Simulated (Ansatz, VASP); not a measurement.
# Os: VASP beside Ansatz

Contents of INCAR:

```
ALGO = Normal ; EDIFF = 1E-6
ENCUT = 600 ; GGA = PE
ISIF = 2 ; ISMEAR = -1
LASPH = True ; LCHARG = False
LMAXMIX = 4 ; LREAL = False
LWAVE = False ; NBANDS = 23
NELM = 80 ; PREC = Accurate
SIGMA = 0.05
```

KPOINTS

```
k-points
0
Gamma
  11 11 6
```

POSCAR

```
Os
1.0
    2.7341000000      0.0000000000      0.0000000000
   -1.3670500000      2.3678000565      0.0000000000
    0.0000000000      0.0000000000      4.3197000000
Os
2
Direct
    0.6666666667      0.3333333333      0.7500000000
    0.3333333333      0.6666666667      0.2500000000
```

KPOINTS_OPT

```
path GMKGALHA,LM,KH
10
line-mode
reciprocal
 0.0000000000  0.0000000000  0.0000000000  G
 0.5000000000  0.0000000000  0.0000000000  M

 0.5000000000  0.0000000000  0.0000000000  M
 0.3333333333  0.3333333333  0.0000000000  K

 0.3333333333  0.3333333333  0.0000000000  K
 0.0000000000  0.0000000000  0.0000000000  G

 0.0000000000  0.0000000000  0.0000000000  G
 0.0000000000  0.0000000000  0.5000000000  A

 0.0000000000  0.0000000000  0.5000000000  A
 0.5000000000  0.0000000000  0.5000000000  L

 0.5000000000  0.0000000000  0.5000000000  L
 0.3333333333  0.3333333333  0.5000000000  H

 0.3333333333  0.3333333333  0.5000000000  H
 0.0000000000  0.0000000000  0.5000000000  A

 0.5000000000  0.0000000000  0.5000000000  L
 0.5000000000  0.0000000000  0.0000000000  M

 0.3333333333  0.3333333333  0.0000000000  K
 0.3333333333  0.3333333333  0.5000000000  H
```

input.yaml

```yaml
crystal:
  lattice:
    - [2.7341, 0.0, 0.0]
    - [-1.36705, 2.3678000565, 0.0]
    - [0.0, 0.0, 4.3197]
  atoms:
    - { symbol: Os, position: [0.6666666667, 0.3333333333, 0.75] }
    - { symbol: Os, position: [0.3333333333, 0.6666666667, 0.25] }
hamiltonian:
  xc: pbe
  pseudopotentials: { kind: paw }
kpoints:
  mp_grid: { grid: [11, 11, 6] }
  band_path:
    path:
      - [[0.0, 0.0, 0.0], [0.5, 0.0, 0.0], [0.3333333333, 0.3333333333, 0.0], [0.0, 0.0, 0.0], [0.0, 0.0, 0.5], [0.5, 0.0, 0.5], [0.3333333333, 0.3333333333, 0.5], [0.0, 0.0, 0.5]]
      - [[0.5, 0.0, 0.5], [0.5, 0.0, 0.0]]
      - [[0.3333333333, 0.3333333333, 0.0], [0.3333333333, 0.3333333333, 0.5]]
    npoints: 14
scf:
  occupations: { method: fermi_dirac, width: 0.05 }
  n_extra_bands: 6
output:
  forces: true
  stress: true
  eigenvalues: true
  fatbands: false
```

Alike in both runs: task band structure; functional PBE; k mesh 11 × 11 × 6; occupations fermi-dirac, width 0.05 eV; no spin polarisation.

|  | VASP | Ansatz |
| --- | --- | --- |
| version | VASP 6.6.1 | Ansatz 0.2.0 |
| potentials or method | VASP PAW PBE potentials, release 64 (Os_sv_GW) | Ansatz PAW |
| plane-wave cutoff (eV) | 600 | 420 |
| valence electrons in the cell | 32 | 32 |

```tsv
	VASP	Ansatz	Ansatz less VASP
gap on the k mesh at the Fermi level (eV)	none	none	-
pressure (GPa)	8.2	8.8	+0.63
largest component of the traceless stress (GPa)	0.31	0.29	-0.024
```

A gap of «none» marks a metal or a gap that the smearing closes.

Caveats: spin-orbit coupling is left out, which moves the levels of the heavy elements.
